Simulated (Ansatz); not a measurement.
## A computed series for NaF: response to strain

The parent structure is NaF in the rock salt structure (space group Fm-3m, No. 225; a = 4.6291 Å). Axes: x, y, z lie along the cube axes.

Strains are applied to the cell and any free atomic positions relax; under biaxial strain the out-of-plane vector relaxes too.

Calculations: Ansatz (an electronic-structure program) PBEsol, no spin-orbit coupling.

Notes on the quantities. energy relative to the base: free energy F.

```json
[
 {"biaxial strain, plane normal [111], relaxed out of plane (%)": "0", "energy relative to the base (meV/atom)": "0.0"},
 {"biaxial strain, plane normal [111], relaxed out of plane (%)": "0.42", "energy relative to the base (meV/atom)": "0.1"},
 {"biaxial strain, plane normal [111], relaxed out of plane (%)": "0.83", "energy relative to the base (meV/atom)": "0.5"},
 {"biaxial strain, plane normal [111], relaxed out of plane (%)": "1.25", "energy relative to the base (meV/atom)": "1.1"},
 {"biaxial strain, plane normal [111], relaxed out of plane (%)": "1.67", "energy relative to the base (meV/atom)": "?"},
 {"biaxial strain, plane normal [111], relaxed out of plane (%)": "2.08", "energy relative to the base (meV/atom)": "3.0"},
 {"biaxial strain, plane normal [111], relaxed out of plane (%)": "2.5", "energy relative to the base (meV/atom)": "4.3"}
]
```

Fit ΔE = Aε² + Bε³ (ε in %) to the rows shown and predict the withheld row.

Least squares on the printed values gives A = 0.721 and B = -0.013 meV/atom (largest residual 0.0 meV/atom); this predicts 1.9 meV/atom, and the run gives 2.0 meV/atom, in agreement.

Stability against distortions was not tested.
